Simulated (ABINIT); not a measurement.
# FeO (Wuestite) (R-3m) in ABINIT: a series of runs

The runs below take FeO (Wuestite) through relaxation of cell and atoms, with PBEsol, LDA.

All numbers are computed with ABINIT 10.8.3 (patched build); they aren't measurements. Logs are shortened: lines on timing, memory, paths and dates and some standing lists are left out, and cuts for length are marked. The log counts tension as positive stress, the text compression.

**1. The crystal as given**

The structure is trigonal, space group R-3m (No. 166). The conventional cell has a = 3.038 Å, b = 3.038 Å, c = 7.559 Å, α = 90.00°, β = 90.00°, γ = 120.00°. Around Fe (site symmetry -3m) lie 6 O at 2.16 Å. Around O (site symmetry -3m) lie 6 Fe at 2.16 Å.

**2. Relaxation of cell and atoms, PBEsol, collinear spin, ferromagnetic start**

The input, run.abi:

```
# Pseudopotentials
pp_dirpath "./"
pseudos "Fe.GGA_PBE-JTH.xml, O.GGA_PBE-JTH.xml"

# Structure
acell 5.8011900809 5.8011900809 5.8011900809
rprim
     0.4947528865     0.2856457122     0.8207472866
    -0.4947528865     0.2856457122     0.8207472866
     0.0000000000    -0.5712914244     0.8207472866
ntypat 2
znucl 26 8
natom 2
typat 1 2
xred
     0.0000000000     0.0000000000     0.0000000000
     0.5000000000     0.5000000000     0.5000000000
chkprim 0
chksymtnons 0
tolsym 1.0e-6

# Plane-wave basis
ecut 26.0
pawecutdg 48.0
pawxcdev 0

# k points
kptopt 1
ngkpt 8 8 8
nshiftk 1
shiftk 0.0 0.0 0.0

# Exchange and correlation
ixc -116133

# Bands and occupations
nband 16
occopt 3
tsmear 0.05 eV

# Spin
nsppol 2
spinat
     0.0000000000     0.0000000000     3.0000000000
     0.0000000000     0.0000000000     0.0000000000

# SCF cycle
nstep 100
tolvrs 1.0e-9

# Output
iomode 3
prtwf 0
prtden 0
prteig 0
prtebands 0
enunit 1

# Relaxation
ionmov 22
ntime 60
tolmxf 0.0001
optcell 2
dilatmx 1.08
ecutsm 0.5
```

Potentials or basis: JTH PAW PBE v2.0.

On the command line:

```sh
$ mpirun --bind-to none -np 4 abinit run.abi > log 2>&1
```

run.abo:

```text
.Version 10.8.3 of ABINIT
 Symmetries : space group R-3 m (#166); Bravais hR (rhombohedral)
================================================================================
 Values of the parameters that define the memory need of the present run
     intxc =       0    ionmov =      22      iscf =      17    lmnmax =      18
     lnmax =       6     mgfft =      30  mpssoang =       3    mqgrid =    3001
     natom =       2  nloc_mem =       2    nspden =       2   nspinor =       1
    nsppol =       2      nsym =      12    n1xccc =       1    ntypat =       2
    occopt =       3   xclevel =       2
       mpw =        1094          nfft =       27000          nkpt =          65
Pmy_natom=         1
 PAW method is used; the additional fine FFT grid is defined by:
   mgfftf=        40    nfftf =     64000
================================================================================
================================================================================

--------------------------------------------------------------------------------
------------- Echo of variables that govern the present computation ------------
--------------------------------------------------------------------------------
 -outvars: echo values of preprocessed input variables --------
            acell      5.8011900809E+00  5.8011900809E+00  5.8011900809E+00 Bohr
              amu      5.58470000E+01  1.59994000E+01
          chkprim           0
      chksymtnons           0
          dilatmx      1.08000000E+00
             ecut      2.60000000E+01 Hartree
           ecutsm      5.00000000E-01 Hartree
           enunit           1
           ionmov          22
                       outvar_i_n : Printing only first  50 k-points.
              ixc     -116133
                       outvar_i_n : Printing only first  50 k-points.
         kptrlatt        8    0    0      0    8    0      0    0    8
          kptrlen      4.59224886E+01
            natom           2
            nband          16
            ngfft          30      30      30
          ngfftdg          40      40      40
             nkpt          65
           nspden           2
           nsppol           2
            nstep         100
             nsym          12
            ntime          60
           ntypat           2
                       prtocc : prtvol=0, do not print more k-points.
                       1.000000  1.000000  1.000000  1.000000  1.000000  1.000000
                       1.000000  1.000000  1.000000  1.000000  1.000000  0.000000
                       0.000000  0.000000  0.000000  0.000000
                       1.000000  1.000000  1.000000  1.000000  1.000000  1.000000
                       1.000000  1.000000  1.000000  1.000000  1.000000  0.000000
                       0.000000  0.000000  0.000000  0.000000
                       1.000000  1.000000  1.000000  1.000000  1.000000  1.000000
                       1.000000  1.000000  1.000000  1.000000  1.000000  0.000000
                       0.000000  0.000000  0.000000  0.000000
                       1.000000  1.000000  1.000000  1.000000  1.000000  1.000000
                       1.000000  1.000000  1.000000  1.000000  1.000000  0.000000
                       0.000000  0.000000  0.000000  0.000000
                       1.000000  1.000000  1.000000  1.000000  1.000000  1.000000
                       1.000000  1.000000  1.000000  1.000000  1.000000  0.000000
                       0.000000  0.000000  0.000000  0.000000
                       1.000000  1.000000  1.000000  1.000000  1.000000  1.000000
                       1.000000  1.000000  1.000000  1.000000  1.000000  0.000000
[... 118 lines left out ...]
                       1.000000  1.000000  1.000000  1.000000  1.000000  1.000000
                       1.000000  1.000000  1.000000  1.000000  1.000000  0.000000
                       0.000000  0.000000  0.000000  0.000000
                       1.000000  1.000000  1.000000  1.000000  1.000000  1.000000
                       1.000000  1.000000  1.000000  1.000000  1.000000  0.000000
                       0.000000  0.000000  0.000000  0.000000
                       1.000000  1.000000  1.000000  1.000000  1.000000  1.000000
                       1.000000  1.000000  1.000000  1.000000  1.000000  0.000000
                       0.000000  0.000000  0.000000  0.000000
                       1.000000  1.000000  1.000000  1.000000  1.000000  1.000000
                       1.000000  1.000000  1.000000  1.000000  1.000000  0.000000
                       0.000000  0.000000  0.000000  0.000000
                       1.000000  1.000000  1.000000  1.000000  1.000000  1.000000
                       1.000000  1.000000  1.000000  1.000000  1.000000  0.000000
                       0.000000  0.000000  0.000000  0.000000
                       prtocc : prtvol=0, do not print more k-points.
           occopt           3
          optcell           2
        pawecutdg      4.80000000E+01 Hartree
         pawxcdev           0
           prtden           0
        prtebands           0
           prteig           0
            prtwf           0
            rprim      4.9475288650E-01  2.8564571220E-01  8.2074728660E-01
                      -4.9475288650E-01  2.8564571220E-01  8.2074728660E-01
                       0.0000000000E+00 -5.7129142440E-01  8.2074728660E-01
          spgroup         166
           spinat      0.0000000000E+00  0.0000000000E+00  3.0000000000E+00
                       0.0000000000E+00  0.0000000000E+00  0.0000000000E+00
           tolmxf      1.00000000E-04
           tolsym      1.00000000E-06
           tolvrs      1.00000000E-09
           tsmear      1.83746611E-03 Hartree
            typat      1  2
           useylm           1
                       outvars : Printing only first  50 k-points.
           xangst      0.0000000000E+00  0.0000000000E+00  0.0000000000E+00
[... 20 lines left out ...]
...

 Real(R)+Recip(G) space primitive vectors, cartesian coordinates (Bohr,Bohr^-1):
 R(1)=  2.8701555  1.6570851  4.7613110  G(1)=  0.1742066  0.1005782  0.0700087
 R(2)= -2.8701555  1.6570851  4.7613110  G(2)= -0.1742066  0.1005782  0.0700087
 R(3)=  0.0000000 -3.3141701  4.7613110  G(3)=  0.0000000 -0.2011564  0.0700087
 Unit cell volume ucvol=  1.3587140E+02 bohr^3
 Angles (23,13,12)=  5.93069134E+01  5.93069134E+01  5.93069134E+01 degrees

 Coarse grid specifications (used for wave-functions):

 getcut: wavevector=  0.0000  0.0000  0.0000  ngfft=  30  30  30
         ecut(hartree)=     30.326   => boxcut(ratio)=   2.08717

 Fine grid specifications (used for densities):

 getcut: wavevector=  0.0000  0.0000  0.0000  ngfft=  40  40  40
         ecut(hartree)=     55.987   => boxcut(ratio)=   2.04730

--- Pseudopotential description ------------------------------------------------
- pspini: atom type   1  psp file is ./Fe.GGA_PBE-JTH.xml
 Pseudopotential format is: paw10
 basis_size (lnmax)=  6 (lmn_size= 18), orbitals=   0   0   1   1   2   2
 Spheres core radius: rc_sph= 2.11531574
 Shapefunction is SIN type: shapef(r)=[sin(pi*r/rshp)/(pi*r/rshp)]**2
 Radius for shape functions =  1.80687083
 Compensation charge density is not taken into account in XC energy/potential

- pspini: atom type   2  psp file is ./O.GGA_PBE-JTH.xml
 Pseudopotential format is: paw10
 basis_size (lnmax)=  4 (lmn_size=  8), orbitals=   0   0   1   1
 Spheres core radius: rc_sph= 1.41465230
 Shapefunction is SIN type: shapef(r)=[sin(pi*r/rshp)/(pi*r/rshp)]**2
 Radius for shape functions =  1.20231231
 Compensation charge density is not taken into account in XC energy/potential

   7.84782077E+02                                ecore*ucvol(ha*bohr**3)
--------------------------------------------------------------------------------

================================================================================

=== [ionmov=22] Limited-memory Broyden-Fletcher-Goldfarb-Shanno method
================================================================================

--- Iteration: ( 1/60) Internal Cycle: (1/1)
--------------------------------------------------------------------------------

---SELF-CONSISTENT-FIELD CONVERGENCE--------------------------------------------
[... 851 lines left out ...]
 Difference of energy with previous step (new-old):
           Absolute (Ha)=-2.44834E-08
           Relative     =-1.74334E-10

 At Broyd/MD step   8, gradients are converged :
  max grad (force/stress) = 2.0409E-05 < tolmxf= 1.0000E-04 ha/bohr (free atoms)

================================================================================

 ----iterations are completed or convergence reached----

 Mean square residual over all n,k,spin=   37.572E-15; max=  24.662E-13
 reduced coordinates (array xred) for    2 atoms
       0.000000000000      0.000000000000      0.000000000000
       0.500000000000      0.500000000000      0.500000000000
 rms dE/dt=  0.0000E+00; max dE/dt=  0.0000E+00; dE/dt below (all hartree)
    1       0.000000000000      0.000000000000      0.000000000000
    2       0.000000000000      0.000000000000      0.000000000000

 cartesian coordinates (angstrom) at end:
    1      0.00000000000000     0.00000000000000     0.00000000000000
    2      0.00000000000000    -0.00000000000000     3.67789378042460

 cartesian forces (hartree/bohr) at end:
    1     -0.00000000000000    -0.00000000000000    -0.00000000000000
    2     -0.00000000000000    -0.00000000000000    -0.00000000000000
 frms,max,avg= 0.0000000E+00 0.0000000E+00   0.000E+00  0.000E+00  0.000E+00 h/b

 cartesian forces (eV/Angstrom) at end:
    1     -0.00000000000000    -0.00000000000000    -0.00000000000000
    2     -0.00000000000000    -0.00000000000000    -0.00000000000000
 frms,max,avg= 0.0000000E+00 0.0000000E+00   0.000E+00  0.000E+00  0.000E+00 e/A
 length scales=  5.674887051561  5.674887051561  5.674887051546 bohr
              =  3.003020900097  3.003020900097  3.003020900089 angstroms
 Fermi (or HOMO) energy (eV) =   8.84637   Average Vxc (eV)= -12.40363
 Eigenvalues (   eV  ) for nkpt=  65  k points, SPIN UP:
 kpt#   1, nband= 16, wtk=  0.00195, kpt=  0.0000  0.0000  0.0000 (reduced coord)
 -80.75441  -46.90951  -46.90951  -46.90948  -12.30237    4.76188    4.76188    4.76210
   4.90475    4.90475    4.90490    5.16355    5.16355    9.01120   24.05404   25.98742
 prteigrs : prtvol=0 or 1, do not print more k-points.

 Eigenvalues (   eV  ) for nkpt=  65  k points, SPIN DOWN:
 kpt#   1, nband= 16, wtk=  0.00195, kpt=  0.0000  0.0000  0.0000 (reduced coord)
 -76.64111  -42.88707  -42.88707  -42.88707  -11.73307    5.36827    5.36827    5.36849
   8.02779    8.02779    8.02798    8.94546    8.94546    9.83131   24.10392   27.03247
 prteigrs : prtvol=0 or 1, do not print more k-points.

--- !EnergyTerms
iteration_state     : {dtset: 1, itime: 8, icycle: 1, }
comment             : Components of total free energy in Hartree
kinetic             :  1.96737295351851E+01
hartree             :  2.94381807449765E+01
xc                  : -6.23960505087286E+00
Ewald energy        : -9.64420219152202E+01
psp_core            :  6.07264652438210E+00
local_psp           : -8.29212367101557E+01
PAW spherical_terms : -1.00206920165485E+01
internal            : -1.40438998888254E+02
'-kT*entropy'       : -4.67033496150087E-04
total_energy        : -1.40439465921750E+02
total_energy_eV     : -3.82155255137602E+03
...

--- !EnergyTermsDC
iteration_state     : {dtset: 1, itime: 8, icycle: 1, }
comment             : '"Double-counting" decomposition of free energy'
band_energy         : -1.45031807302141E+01
Ewald energy        : -9.64420219152202E+01
psp_core            :  6.07264652438210E+00
xc_dc               : -2.75209028133990E+01
PAW spherical_terms : -8.04554163542624E+00
internal            : -1.40439000569877E+02
'-kT*entropy'       : -4.67033496150087E-04
total_energy_dc     : -1.40439467603374E+02
total_energy_dc_eV  : -3.82155259713533E+03
...

--- !EnergyTermsWithPAWCore
iteration_state     : {dtset: 1, itime: 8, icycle: 1, }
comment             : 'Components of total free energy, including PAW core contributions'
Total energy        : -1.34662463603549E+03
Total energy DC     : -1.34662463771712E+03
Total energy (eV)   : -3.66435230995153E+04
Total energy DC (eV): -3.66435231452747E+04
...

 Cartesian components of stress tensor (hartree/bohr^3)
  sigma(1 1)=  2.04092103E-07  sigma(3 2)=  0.00000000E+00
  sigma(2 2)=  2.04093129E-07  sigma(3 1)=  0.00000000E+00
  sigma(3 3)=  1.48451925E-07  sigma(2 1)=  0.00000000E+00

-Cartesian components of stress tensor (GPa)         [Pressure= -5.4589E-03 GPa]
- sigma(1 1)=  6.00459696E-03  sigma(3 2)=  0.00000000E+00
- sigma(2 2)=  6.00462716E-03  sigma(3 1)=  0.00000000E+00
- sigma(3 3)=  4.36760642E-03  sigma(2 1)=  0.00000000E+00

== END DATASET(S) ==============================================================
================================================================================

 -outvars: echo values of variables after computation  --------
            acell      5.6748870516E+00  5.6748870516E+00  5.6748870515E+00 Bohr
           etotal     -1.4043946760E+02
            fcart     -0.0000000000E+00 -0.0000000000E+00 -0.0000000000E+00
                      -0.0000000000E+00 -0.0000000000E+00 -0.0000000000E+00
            rprim      5.0001105647E-01  2.8868151805E-01  8.1648755321E-01
                      -5.0001105647E-01  2.8868151805E-01  8.1648755321E-01
                       0.0000000000E+00 -5.7736303610E-01  8.1648755321E-01
           strten      2.0409210250E-07  2.0409312881E-07  1.4845192495E-07
                       0.0000000000E+00  0.0000000000E+00  0.0000000000E+00
           xangst      0.0000000000E+00  0.0000000000E+00  0.0000000000E+00
                       3.4148527856E-17 -2.1253864104E-17  3.6778937804E+00
             xred      0.0000000000E+00  0.0000000000E+00  0.0000000000E+00
                       5.0000000000E-01  5.0000000000E-01  5.0000000000E-01
 Calculation completed.
```

It took 3.2 min on 4 MPI ranks of Arm Neoverse V2, shared host; peak memory 0.52 GiB.

Results:

| Quantity | Value |
| --- | --- |
| Free energy | -3821.5526 eV |
| Relaxed volume | 9.58 Å³/atom |
| Relaxed cell | a = 3.003 Å, b = 3.003 Å, c = 3.003 Å, α = 60.00°, β = 60.00°, γ = 60.00° |
| Space group after relaxing (to 0.05 Å) | Fm-3m (No. 225) |
| Energy gained by relaxing | 15.2 meV/atom |
| Ionic steps | 8 |
| Pressure after relaxing | 0.0 GPa |
| Band gap on the k mesh | none (metal or under the smearing width) |
| Net moment | 4.00 μB per cell |
| Site moments | Fe +3.57; O +0.30 μB |
| Valence electrons inside the program's atomic spheres | Fe 14.17; O 4.54 |

Step by step:
```csv
step,energy change (eV),largest force (eV/Å),pressure (GPa),volume (Å³)
1,0.0000,0.0000,-9.30,20.13
2,-0.0243,0.0000,-4.26,19.57
3,-0.0301,0.0000,0.35,19.12
4,-0.0302,0.0000,0.02,19.15
5,-0.0303,0.0000,-0.17,19.17
6,-0.0304,0.0000,-0.27,19.17
7,-0.0304,0.0000,-0.05,19.15
8,-0.0304,0.0000,-0.01,19.15
```

Final structure:
```
Fe O
1.0
     1.50154    0.86692    2.45193
    -1.50154    0.86692    2.45193
     0.00000   -1.73383    2.45193
Fe O
1 1
Direct
  0.00000 0.00000 0.00000
  0.50000 0.50000 0.50000
```

Caveat: the PAW data sets were made with another functional, which shifts forces and pressure a little; a cell with one magnetic atom can't hold antiferromagnetic order, which such compounds often take; semilocal functionals often make such compounds metallic where correlation or magnetic order opens a gap, which also shifts bond lengths.

**3. Relaxation of cell and atoms, LDA, collinear spin, ferromagnetic start**

The input, run.abi:

```
pp_dirpath "./"
pseudos "Fe.LDA_PW-JTH.xml, O.LDA_PW-JTH.xml"

acell 3*1.0 Angstrom
rprim
     1.5188209023     0.8768916568     2.5195772846
    -1.5188209023     0.8768916568     2.5195772846
     0.0000000000    -1.7537833136     2.5195772846
ntypat 2
znucl 26 8
natom 2
typat 1 2
xcart
     0.0000000000     0.0000000000     0.0000000000
     0.0000000000     0.0000000000     7.1419665266
chkprim 0
chksymtnons 0
tolsym 1.0e-6

ecut 26.0
pawecutdg 48.0

kptopt 1
ngkpt 6 6 6
nshiftk 1
shiftk 0.0 0.0 0.0

ixc 7

nband 16
occopt 3
tsmear 0.00183747

nsppol 2
spinat
     0.0000000000     0.0000000000     3.0000000000
     0.0000000000     0.0000000000     0.0000000000

nstep 100
tolvrs 1.0e-9

iomode 3
prtwf 0
prtden 0
prteig 0
prtebands 0
prtvol 2

ionmov 2
ntime 60
tolmxf 0.0005
optcell 2
dilatmx 1.08
ecutsm 0.5
```

Potentials or basis: JTH PAW LDA v2.0.

On the command line:

```sh
$ abinit run.abi > log 2>&1
```

It took 3.9 min on 1 thread of Arm Neoverse V1, shared host; peak memory 0.12 GiB.

The run converged. Its results:

```
Free energy                                           : -3828.3112 eV
Relaxed volume                                        : 9.06 Å³/atom
Relaxed cell                                          : a = 2.962 Å, b = 2.962 Å, c = 2.962 Å, α = 59.42°, β = 59.42°, γ = 59.42°
Space group after relaxing (to 0.05 Å)                : Fm-3m (No. 225)
Energy gained by relaxing                             : 52.3 meV/atom
Ionic steps                                           : 5
Pressure after relaxing                               : 0.0 GPa
Band gap on the k mesh                                : none (metal or under the smearing width)
Net moment                                            : 3.72 μB per cell
Site moments                                          : Fe +3.35; O +0.25 μB
Valence electrons inside the program's atomic spheres : Fe 14.28; O 4.55
```

Stress tensor (GPa, compression positive):
```
 0.03  0.00  0.00
 0.00  0.03  0.00
 0.00  0.00 -0.12
```

The path:
```
step  energy change (eV)  largest force (eV/Å)  pressure (GPa)  volume (Å³)
   1              0.0000                0.0000          -16.18        20.13
   2             -0.0752                0.0000           -8.26        19.15
   3             -0.1039                0.0000           -1.50        18.26
   4             -0.1044                0.0000            0.62        18.07
   5             -0.1045                0.0000           -0.02        18.13
```

Final structure:
```
Fe O
1.0
     1.46783    0.84745    2.42870
    -1.46783    0.84745    2.42870
     0.00000   -1.69491    2.42870
Fe O
1 1
Direct
  0.00000 0.00000 0.00000
  0.50000 0.50000 0.50000
```

Levels at points of the mesh, in eV from the Fermi level:
Spin up:
| k point | band 9 | band 10 | band 11 | band 12 | band 13 | band 14 | band 15 | band 16 |
| --- | --- | --- | --- | --- | --- | --- | --- | --- |
| (0.00, 0.00, 0.00) | -3.80 | -3.73 | -3.73 | -3.41 | -3.41 | 0.70 | 15.53 | 17.52 |
| (0.50, 0.00, 0.00) | -2.73 | -2.68 | -2.13 | 0.20 | 0.23 | 4.19 | 9.39 | 12.88 |
| (0.50, 0.50, 0.00) | -4.94 | -2.91 | -2.37 | -2.37 | -2.18 | 5.94 | 9.23 | 11.30 |
| (0.50, 0.50, 0.50) | -2.73 | -2.73 | -2.18 | 0.19 | 0.19 | 4.30 | 9.18 | 13.23 |
Spin down:
| k point | band 7 | band 8 | band 9 | band 10 | band 11 | band 12 |
| --- | --- | --- | --- | --- | --- | --- |
| (0.00, 0.00, 0.00) | -3.71 | -3.71 | -1.03 | -0.94 | -0.94 | -0.15 |
| (0.50, 0.00, 0.00) | -6.00 | -5.91 | 0.36 | 0.44 | 0.66 | 2.94 |
| (0.50, 0.50, 0.00) | -5.07 | -4.97 | -2.61 | 0.49 | 0.83 | 0.83 |
| (0.50, 0.50, 0.50) | -5.87 | -5.87 | 0.37 | 0.37 | 0.61 | 2.92 |

Caveat: the k mesh is coarse (spacing up to 0.42 Å⁻¹), so the values aren't converged; a cell with one magnetic atom can't hold antiferromagnetic order, which such compounds often take; semilocal functionals often make such compounds metallic where correlation or magnetic order opens a gap, which also shifts bond lengths. With open d or f shells a metallic result of LDA can be an artefact of self-interaction; +U or a hybrid may open a gap.

**4. Comparison with measurements**

Step 2. The cell as given is a measured one (10.07 Å³/atom); PBEsol puts the equilibrium volume -4.9 % from it, thermal expansion not counted.
